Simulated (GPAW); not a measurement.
This GPAW 26.7.0 run on ZrS2 needs a look.

Contents of run.py:

```python
import json
import numpy as np
from ase import Atoms
from ase.constraints import FixSymmetry
from ase.io import read, write
from ase.optimize import BFGS
from phonopy import Phonopy
from phonopy.structure.atoms import PhonopyAtoms
from gpaw import GPAW, PW

atoms = read('ZrS2.cif')

calc = GPAW(mode=PW(510),
            xc={'name': 'optPBE-vdW', 'backend': 'libvdwxc'},
            kpts={'size': (4, 4, 3), 'gamma': True},
            occupations={'name': 'fermi-dirac', 'width': 0.05},
            setups={'S': 'v3'},
            nbands=10,
            convergence={'density': 1e-06, 'eigenstates': 1e-09},
            maxiter=80,
            txt='gpaw.txt')
atoms.calc = calc
atoms.set_constraint(FixSymmetry(atoms))
BFGS(atoms, trajectory='relax.traj', logfile='-').run(fmax=0.005, steps=40)
atoms.set_constraint()
energy = atoms.get_potential_energy()
forces = atoms.get_forces()
calc.write('gs.gpw')
write('result.traj', atoms)
print('Cell:', atoms.cell.cellpar().round(4))
print(atoms.get_scaled_positions().round(5))

def force_constants(scale):
    unit = PhonopyAtoms(symbols=atoms.get_chemical_symbols(), cell=atoms.cell[:] * scale**(1 / 3),
                        scaled_positions=atoms.get_scaled_positions())
    ph = Phonopy(unit, supercell_matrix=np.diag([1, 1, 1]), primitive_matrix=np.eye(3), symprec=1e-4)
    ph.generate_displacements(distance=0.02)
    forces = []
    for i, sc in enumerate(ph.supercells_with_displacements):
        a = Atoms(sc.symbols, cell=sc.cell, scaled_positions=sc.scaled_positions, pbc=True)
        c = GPAW(mode=PW(510),
                 xc={'name': 'optPBE-vdW', 'backend': 'libvdwxc'},
                 kpts={'size': (4, 4, 3), 'gamma': True},
                 occupations={'name': 'fermi-dirac', 'width': 0.05},
                 setups={'S': 'v3'},
                 nbands=10,
                 convergence={'density': 1e-06, 'eigenstates': 1e-09},
                 maxiter=80,
                 txt=f'disp-{scale:.3f}-{i:02d}.txt')
        a.calc = c
        f = a.get_forces()
        forces.append(f - f.mean(axis=0))
        print(f'displacement {i}: drift', f.mean(axis=0).round(5), flush=True)
    ph.forces = forces
    ph.produce_force_constants()
    ph.symmetrize_force_constants()
    return ph

qpoints = [[0.0, 0.0, 0.0]]
results = {}
for scale in [1.0]:
    ph = force_constants(scale)
    ph.run_qpoints(qpoints)
    nu = ph.qpoints.frequencies * 33.35641  # THz to cm^-1
    results[f'{scale:.3f}'] = nu.tolist()
    for qp, f in zip(qpoints, nu):
        print(scale, np.round(qp, 4), f.round(2))
json.dump(results, open('phonons.json', 'w'))
```

ZrS2.cif

```cif
data_ZrS2
_cell_length_a 3.69138255
_cell_length_b 3.69138255
_cell_length_c 6.04107701
_cell_angle_alpha 90.00000000
_cell_angle_beta 90.00000000
_cell_angle_gamma 120.00000000
_space_group_name_H-M_alt 'P1'
_space_group_name_Hall 'P 1'
_space_group_IT_number 1
loop_
_space_group_symop_operation_xyz
'x,y,z'
loop_
_atom_site_label
_atom_site_type_symbol
_atom_site_symmetry_multiplicity
_atom_site_Wyckoff_symbol
_atom_site_fract_x
_atom_site_fract_y
_atom_site_fract_z
_atom_site_occupancy
Zr1 Zr 1 a 0.0000000000 0.0000000000 0.0000000000 1
S1 S 1 a 0.3333333333 0.6666666667 0.2379099700 1
S2 S 1 a 0.6666666667 0.3333333333 0.7620900300 1
```

Potentials or basis: GPAW PAW data sets (gpaw-data 1.2.1), newer versions, pw.

The run is started by

```console
$ OMP_NUM_THREADS=1 python run.py
```

gpaw.txt:

```text
__  _  _
 | _ |_)|_||  |
 |__||  | ||/\| - 26.7.0

Input parameters:
  mode=PW(ecut=510.0),
  convergence={'density': 1e-06, 'eigenstates': 1e-09},
  kpts=MonkhorstPack(size=(4, 4, 3), gamma=True),
  maxiter=80,
  nbands=10,
  occupations=Occupations(name='fermi-dirac', width=0.05),
  setups={'S': 'v3'},
  xc=XC(name='optPBE-vdW', backend='libvdwxc')
```

On the terminal:

```text
Traceback (most recent call last):
[... 18 lines left out ...]
  File "new/builder.py", line 564, in calculate_number_of_bands
ValueError: Too few bands!  Electrons: 24.0, bands: 10
```

**Question.** How did it end, and where is the flaw?

**Answer.** The program refused the input. The input holds a flaw that was put in on purpose: fewer bands than the electrons need (nbands = 10).
